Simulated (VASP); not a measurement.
Set up this calculation in VASP 6.6.1, as the native input.

| Quantity | Value |
| --- | --- |
| Task | single point |
| Functional | r2SCAN |
| Potentials or basis | VASP PAW PBE potentials, release 64 (Fe, Si) |
| Cutoff | 520 eV |
| k mesh | 6 × 6 × 6 |
| Occupations | fermi-dirac, width 0.05 eV |
| Spin | collinear spin, ferromagnetic start |
| Starting moments | [3.0, 3.0, 3.0, 3.0, 0.0, 0.0, 0.0, 0.0] μB |
| Further INCAR settings | ALGO = Normal; EDIFF = 1e-06 |

The structure of FeSi lies in POSCAR:

```
FeSi
1.0
    4.5507000000      0.0000000000      0.0000000000
    0.0000000000      4.5507000000      0.0000000000
    0.0000000000      0.0000000000      4.5507000000
Fe Si
4 4
Direct
    0.1365200000      0.1365200000      0.1365200000
    0.3634800000      0.8634800000      0.6365200000
    0.6365200000      0.3634800000      0.8634800000
    0.8634800000      0.6365200000      0.3634800000
    0.8424000000      0.8424000000      0.8424000000
    0.6576000000      0.1576000000      0.3424000000
    0.3424000000      0.6576000000      0.1576000000
    0.1576000000      0.3424000000      0.6576000000
```

These files were run (other wordings do the same):

INCAR

```
SYSTEM = FeSi
ALGO     = Normal         ! electronic algorithm
EDIFF    = 1E-6           ! SCF threshold, eV
ENCUT    = 520            ! plane-wave cutoff, eV
ISIF     = 2              ! what is computed and relaxed
ISMEAR   = -1             ! smearing method
ISPIN    = 2              ! spin polarisation
LASPH    = .True.         ! aspherical terms in the spheres
LCHARG   = .False.        ! write CHGCAR
LMAXMIX  = 4              ! l up to which the mixer works
LMIXTAU  = .True.       
LORBIT   = 11             ! projections on sites
LREAL    = .False.        ! projectors in reciprocal space
LWAVE    = .False.        ! write WAVECAR
MAGMOM   = 3 3 3 3 0 0 0 0 ! initial moments
METAGGA  = R2SCAN         ! meta-GGA
NELM     = 150            ! most SCF steps
PREC     = Accurate       ! precision mode
SIGMA    = 0.05           ! smearing width, eV
```

KPOINTS

```
k-points
0
Gamma
  6 6 6
  0 0 0
```

Potentials or basis: VASP PAW PBE potentials, release 64 (Fe, Si).

Command:

```bash
$ cat potpaw_PBE.64/Fe/POTCAR potpaw_PBE.64/Si/POTCAR > POTCAR
$ mpirun -np 1 vasp_std > vasp.out
```

It gave:

| Quantity | Value |
| --- | --- |
| Pressure | -14.0 GPa |
| Largest force | 0.187 eV/Å |
| Band gap on the k mesh | none (metal or under the smearing width) |
| Net moment | 4.60 μB per cell |
| Site moments | Fe +1.36; Si -0.09 μB |
| Valence electrons inside the program's atomic spheres | Fe 7.48; Si 1.60 |

Caveat: the PAW data sets were made with another functional, which shifts forces and pressure a little.

Wall time 7.3 min on 1 thread of AMD EPYC 9R45 (Zen 5), on a shared host, peak memory 0.29 GiB.
